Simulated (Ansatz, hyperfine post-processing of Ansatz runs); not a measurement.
# Reading the 23Na spectrum of Na3FeSiCO7

Calculated values: DFT, PBEsol+U, plane-wave PAW, default files (PAW set soft_2), collinear spin, scalar-relativistic (Ansatz), contact and point-dipole shifts scaled to 320 K with Θ = 0 K (a pure Curie law); spin-only moments, above the ordering temperature.

```
Fe Si Na O C
1.0
     5.25421    0.00000    0.00000
     0.00000    6.61272    0.00000
    -0.10532    0.00000    9.01170
Fe Si Na O C
2 2 6 14 2
Direct
  0.21226 0.75000 0.35616
  0.78774 0.25000 0.64384
  0.28851 0.25000 0.42110
  0.71149 0.75000 0.57890
  0.23196 0.25000 0.09015
  0.74042 0.00754 0.26694
  0.74042 0.49246 0.26694
  0.25958 0.50754 0.73306
  0.25958 0.99246 0.73306
  0.76804 0.75000 0.90985
  0.69229 0.25000 0.07729
  0.04565 0.75000 0.11825
  0.46359 0.75000 0.15603
  0.22166 0.05152 0.31789
  0.22166 0.44848 0.31789
  0.59782 0.25000 0.45935
  0.86344 0.75000 0.42147
  0.13656 0.25000 0.57853
  0.40218 0.75000 0.54065
  0.77834 0.55152 0.68211
  0.77834 0.94848 0.68211
  0.53641 0.25000 0.84397
  0.95435 0.25000 0.88175
  0.30771 0.75000 0.92271
  0.27211 0.75000 0.06353
  0.72789 0.25000 0.93647
```

23Na MAS at 4.7 T (53.0 MHz), 62.5 kHz, 320 K; contact and dipolar shift alone, no orbital or quadrupolar part; lines under 1.5 % of the strongest are left out. NMR lines, with heights relative to the strongest:

| position (ppm) | intensity |
| --- | --- |
| -440.2 | 4.1 |
| 54.3 | 1.6 |
| 739.8 | 100 |
| 1234.4 | 51 |
| 1919.9 | 3.4 |
| 2414.4 | 1.6 |

Q: Find the isotropic shifts among the lines and assign them to the Na sites.

Sidebands are spaced by 1180 ppm (the spinning rate over the resonance of 53.0 MHz). An isotropic line need not be the tallest: it is the area-weighted centre of its own family of sidebands, and the one that stays put when the rate is changed. Isotropic shifts: 1234 ppm for atom 5 and the 1 atom equivalent to it (4 Fe through links of 132° (2), 164° (1) and 180° (1)), reduced anisotropy 689 ppm; 740 ppm for atom 6 and the 3 atoms equivalent to it (3 Fe through links of 76 to 84° (2), 87 to 94° (3) and 116° (1)), reduced anisotropy 853 ppm. The families' total areas stand as 1:2, which settles the match.

[Logs are printed without paths, hosts, clocks, repeated set-up lines and the standing remarks that a program may print on its own settings, such as how far it seeks lower states.]

[Hosts, paths, dates, database ids (printed as entryN), source tags and the programs' standing remarks are cut or masked in the printed files.]
